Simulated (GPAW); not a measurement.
# ZnS (F-43m) in GPAW: single point with PBE

Aim: the single point of ZnS with PBE.

All numbers are computed with GPAW 26.7.0; they aren't measurements. Logs are shortened: lines on timing, memory, paths and dates and some standing lists are left out, and cuts for length are marked. The log counts tension as positive stress, the text compression.

**Experimental background.**

“Electronic, vibrational, and thermodynamic properties of ZnS (zincblende and rocksalt structure)”, 2009, arxiv:0911.5022 quotes, for a bulk crystal of ZnS at 19 K: band gap 3.85 eV (direct).

How close the calculation comes is told below.

## (1) Starting point

Symmetry: F-43m, No. 216, cubic system. The conventional cell has a = 5.404 Å, b = 5.404 Å, c = 5.404 Å, α = 90.00°, β = 90.00°, γ = 90.00°. Zn (site symmetry -43m) has 4 S at 2.34 Å as nearest neighbours. Around S (site symmetry -43m) lie 4 Zn at 2.34 Å.

## (2) Single point, PBE

File run.py:

```python
from ase import Atoms
from ase.dft.bandgap import bandgap
from ase.io import write
from ase.units import GPa
from gpaw import GPAW, PW

atoms = Atoms(['Zn', 'S'],
              cell=[[0.0, 2.702, 2.702],
                    [2.702, 0.0, 2.702],
                    [2.702, 2.702, 0.0]],
              scaled_positions=[[0.75, 0.75, 0.75],
                                [0.0, 0.0, 0.0]],
              pbc=True)

calc = GPAW(mode=PW(450),
            xc='PBE',
            kpts={'size': (7, 7, 7), 'gamma': True},
            occupations={'name': 'fermi-dirac', 'width': 0.05},
            nbands=18,
            maxiter=120,
            txt='gpaw.txt')
atoms.calc = calc
energy = atoms.get_potential_energy()
forces = atoms.get_forces()
stress = atoms.get_stress()
calc.write('gs.gpw')
write('result.traj', atoms)
print(f'Energy: {energy:.6f} eV')
print('Forces (eV/A):')
print(forces.round(4))
print('Stress (GPa):', (stress / GPa).round(3))
print('Fermi level:', round(calc.get_fermi_level(), 4), 'eV')
print(f'Gap: {bandgap(calc)[0]:.4f} eV, direct: {bandgap(calc, direct=True)[0]:.4f} eV')
```

Potentials or basis: GPAW PAW data sets (gpaw-data 1.2.1), pw.

Started as:

```
$ OMP_NUM_THREADS=1 python run.py
```

gpaw.txt:

```text
__  _  _
 | _ |_)|_||  |
 |__||  | ||/\| - 26.7.0

Input parameters:
  mode=PW(ecut=450.00000000000006),
  kpts=MonkhorstPack(size=(7, 7, 7), gamma=True),
  maxiter=120,
  nbands=18,
  occupations=Occupations(name='fermi-dirac', width=0.05),
  xc=XC(name='PBE')

Diagonalizing LCAO Hamiltonian
Converting LCAO to pw mode

                    Zn

       S

Atoms  # Å, Bohr magnetons
|   | symbol |        x |        y |        z |    initial magnetic moments |
|---|--------|----------|----------|----------|-----------------------------|
| 0 |     Zn | 4.053000 | 4.053000 | 4.053000 | ( 0.0000,  0.0000,  0.0000) |
| 1 |      S | 0.000000 | 0.000000 | 0.000000 | ( 0.0000,  0.0000,  0.0000) |

Unit cell  # Å
| periodic |        x |        y |        z |  lengths |    angles |
|----------|----------|----------|----------|----------|-----------|
|      yes | 0.000000 | 2.702000 | 2.702000 | 3.821205 | 60.000000 |
|      yes | 2.702000 | 0.000000 | 2.702000 | 3.821205 | 60.000000 |
|      yes | 2.702000 | 2.702000 | 0.000000 | 3.821205 | 60.000000 |

Number of symmetries: 24
Symmetry operations  # r_c * U_cc + t_c -> r_c
|    | kind |            matrix            |
|----|------|------------------------------|
|  0 |  E   |  1, 0, 0,  0, 1, 0,  0, 0, 1 |
|  1 |  σ   |  1, 0, 0,  0, 0, 1,  0, 1, 0 |
|  2 |  σ   |  1, 0,-1,  0, 1,-1,  0, 0,-1 |
|  3 |  C3  |  1, 0,-1,  0, 0,-1,  0, 1,-1 |
|  4 |  C3  |  1,-1, 0,  0,-1, 1,  0,-1, 0 |
|  5 |  σ   |  1,-1, 0,  0,-1, 0,  0,-1, 1 |
|  6 |  σ   |  0, 1, 0,  1, 0, 0,  0, 0, 1 |
|  7 |  C3  |  0, 1, 0,  0, 0, 1,  1, 0, 0 |
|  8 |  C2  |  0, 1,-1,  1, 0,-1,  0, 0,-1 |
|  9 |  S4  |  0, 1,-1,  0, 0,-1,  1, 0,-1 |
| 10 |  C3  |  0, 0, 1,  1, 0, 0,  0, 1, 0 |
| 11 |  σ   |  0, 0, 1,  0, 1, 0,  1, 0, 0 |
| 12 |  S4  |  0, 0,-1,  1, 0,-1,  0, 1,-1 |
| 13 |  C3  |  0, 0,-1,  0, 1,-1,  1, 0,-1 |
| 14 |  S4  |  0,-1, 1,  1,-1, 0,  0,-1, 0 |
| 15 |  C2  |  0,-1, 1,  0,-1, 0,  1,-1, 0 |
| 16 |  C3  |  0,-1, 0,  1,-1, 0,  0,-1, 1 |
| 17 |  S4  |  0,-1, 0,  0,-1, 1,  1,-1, 0 |
| 18 |  S4  | -1, 1, 0, -1, 0, 1, -1, 0, 0 |
| 19 |  C3  | -1, 1, 0, -1, 0, 0, -1, 0, 1 |
| 20 |  C3  | -1, 0, 1, -1, 1, 0, -1, 0, 0 |
| 21 |  S4  | -1, 0, 1, -1, 0, 0, -1, 1, 0 |
| 22 |  σ   | -1, 0, 0, -1, 1, 0, -1, 0, 1 |
| 23 |  C2  | -1, 0, 0, -1, 0, 1, -1, 1, 0 |

BZ-sampling:
  Number of BZ points: 343
  Number of IBZ points: 20

  Monkhorst-Pack size: [7, 7, 7]
  Monkhorst-Pack shift: [0, 0, 0]

K-points  # in reciprocal-cell coordinates
|     |                                coordinates |     weight |
|-----|--------------------------------------------|------------|
|   0 | (  0.00000000,   0.00000000,   0.00000000) | 0.00291545 |
|   1 | (  0.14285714,   0.14285714,   0.00000000) | 0.01749271 |
|   2 | (  0.14285714,   0.14285714,   0.14285714) | 0.02332362 |
|   3 | (  0.28571429,   0.14285714,   0.14285714) | 0.03498542 |
|   4 | (  0.28571429,   0.28571429,   0.00000000) | 0.01749271 |
|   5 | (  0.28571429,   0.28571429,   0.14285714) | 0.06997085 |
|   6 | (  0.28571429,   0.28571429,   0.28571429) | 0.02332362 |
|   7 | (  0.42857143,  -0.28571429,  -0.28571429) | 0.03498542 |
|   8 | (  0.42857143,   0.28571429,  -0.42857143) | 0.13994169 |
|   9 | (  0.42857143,   0.28571429,  -0.28571429) | 0.06997085 |
| ... |                                            |            |
|  19 | (  0.42857143,   0.42857143,   0.42857143) | 0.02332362 |

Plane wave coefficients: 881
Cutoff: 450.00000000000006 eV

Spin-components: 1 (collinear spins)
Bands:           18
Projectors:      11
Spin-degeneracy: 2
Datatype:        complex128

Parallelization:
  kpt:    1
  domain: 1
  band:   1

Density:
  Valence electrons: 18.0
  Components: 1
  Grid points: [20 20 20]
  Charge: 0.0  # |e|

Potential:
  Grid points: [20 20 20]

species:
  Zn:
    name:    Zinc
    Z:       30.0
    valence: 12
    core:    18
    charge:  0.0  # [|e|]
    compensation charges:
      type: gauss
      rc: 0.37  # [Å]
      lmax: 2
    cutoffs:
      filter: 2.14  # [Å]
      core: 2.28  # [Å]
    projectors
    | kind |    occ | energy [eV] | rcut [Å] |
    |------|--------|-------------|----------|
    |   4s |  2.000 |      -5.977 |    1.286 |
    |   4p |  0.000 |      -1.117 |    1.270 |
    |   3d | 10.000 |     -10.142 |    1.180 |
    |    s |        |      21.234 |    1.286 |
    |    p |        |      26.095 |    1.270 |
    |    d |        |      17.070 |    1.180 |

    Using partial waves for Zn as LCAO basis

  S:
    name:    Sulfur
    Z:       16.0
    valence: 6
    core:    10
    charge:  0.0  # [|e|]
    compensation charges:
      type: gauss
      rc: 0.24  # [Å]
      lmax: 2
    cutoffs:
      filter: 1.77  # [Å]
      core: 1.66  # [Å]
    projectors
    | kind |    occ | energy [eV] | rcut [Å] |
    |------|--------|-------------|----------|
    |   3s |  2.000 |     -17.254 |    0.974 |
    |   3p |  4.000 |      -7.008 |    0.979 |
    |    s |        |       9.957 |    0.974 |
    |    p |        |      20.203 |    0.979 |
    |    d |        |       0.000 |    0.900 |

    Using partial waves for S as LCAO basis

Reference energy: -59718.946550  # eV

eigensolver:
  PPCG
  Converge bands: occupied
  niter=2

density mixing:
  MSR1-Mixer
  Pratt-step length: 0.05
  Maximum mixing coefficient: 0.75
  Old densities: 10
  SVD Regularization: 0.005
  Good broyden scale: 1.0
  Trust region scale: 1.0
  Backstep threshold: 4.0
  History deletion threshold: 6.0
  Fourier metric: weight=20.0, sigma=0.015

occupation numbers:
  Fermi-Dirac:
    width: 0.0500  # eV

poisson solver:
  ecut: 3600.0000000000005  # eV

xc functional:
  name: PBE with 2 nearest neighbor stencil

convergence criteria:
- Maximum [total energy] change in last 3 cyles: 0.0005 eV / valence electron
- Maximum integral of absolute [dens]ity change: 0.0001 electrons / valence electron
- Maximum integral of absolute [eigenst]ate change: 4e-08 eV^2 / valence electron
maximum number of iterations: 120

SCF iterations
|iter     | |      energy | eigst |  dens |
|---------|-|-------------|-------|-------|
|iter:   1| |   -7.273557 | -0.19 |       |
|iter:   2| |   -7.186539 | -1.86 | -1.18 |
|iter:   3| |   -6.901288 | -1.52 | -1.23 |
|iter:   4| |   -6.901355 | -2.75 | -1.79 |
|iter:   5| |   -6.902714c| -3.86 | -2.23 |
|iter:   6| |   -6.902656c| -4.40 | -3.00 |
|iter:   7| |   -6.902677c| -5.36 | -3.52 |
|iter:   8| |   -6.902683c| -6.12 | -3.87 |
|iter:   9| |   -6.902683c| -8.32c| -4.91c|

Converged in 9 steps
Energy contributions relative to reference atoms: (reference = -59718.946550)

Energy contributions:
  Kinetic:          11.172088
  Coulomb:          -9.433386
  Zero:              0.017479
  External:          0.000000
  Xc:               -8.658864
  Entropy:          -0.000000
  Spinorbit:         0.000000
  ----------------------------
  Free energy:      -6.902683
  Extrapolated:     -6.902683

dipole moment: (-14.580736, -14.580736, -14.580736)  # |e|*Ang

Fermi level: 4.698
Eigenvalues  # (at kpt = [0.000, 0.000, 0.000])
| band index |      eig [eV] | occ [0-2] |
|------------|---------------|-----------|
|          0 |        -9.384 |     2.000 |
|          1 |        -2.560 |     2.000 |
|          2 |        -2.560 |     2.000 |
|          3 |        -2.560 |     2.000 |
|          4 |        -2.066 |     2.000 |
|          5 |        -2.066 |     2.000 |
|          6 |         3.753 |     2.000 |
|          7 |         3.753 |     2.000 |
|          8 |         3.753 |     2.000 |
|          9 |         5.858 |     0.000 |
|         10 |        10.123 |     0.000 |
|         11 |        10.123 |     0.000 |
|         12 |        10.123 |     0.000 |
|         13 |        15.370 |     0.000 |
|         14 |        15.370 |     0.000 |
|         15 |        15.641 |     0.000 |
|         16 |        18.295 |     0.000 |
|         17 |        18.295 |     0.000 |

Gap: 2.105 eV
Transition (v -> c):
  (s=0, k=0, n=8, [0.00, 0.00, 0.00]) -> (s=0, k=0, n=9, [0.00, 0.00, 0.00])
No difference between direct/indirect transitions

Forces  # eV/Ang
|        x |        y |       z |
|----------|----------|---------|
| -0.00000 | -0.00000 | 0.00000 |  # Zn   0
|  0.00000 |  0.00000 | 0.00000 |  # S    1

Stress tensor  # eV/Ang^3
|         x |         y |         z |
|-----------|-----------|-----------|
| -0.007514 | -0.000000 |  0.000000 |
| -0.000000 | -0.007514 |  0.000000 |
|  0.000000 |  0.000000 | -0.007514 |

# Writing to gs.gpw (mode='')
```

Run time: 4.8 s. Hardware: 1 thread of INTEL XEON PLATINUM 8581C at 2.30GHz (Emerald Rapids), shared host; peak memory 0.14 GiB.

Results:

- Free energy: -6.9027 eV
- Pressure: 1.2 GPa
- Band gap on the k mesh: 2.11 eV, direct

Caveat: the cutoff is short for stress and forces, so pressures can be off by a GPa or more.

## (3) Against experiment

Step 2. A measured gap of ZnS is 3.85 eV (direct; 19 K; quoted in “Electronic, vibrational, and thermodynamic properties of ZnS (zincblende and rocksalt structure)”, 2009, arxiv:0911.5022); the calculated 2.11 eV misses it by -1.74 eV. The value is that of PBE, without temperature or zero-point motion. Semilocal functionals fall short of measured gaps as a rule.
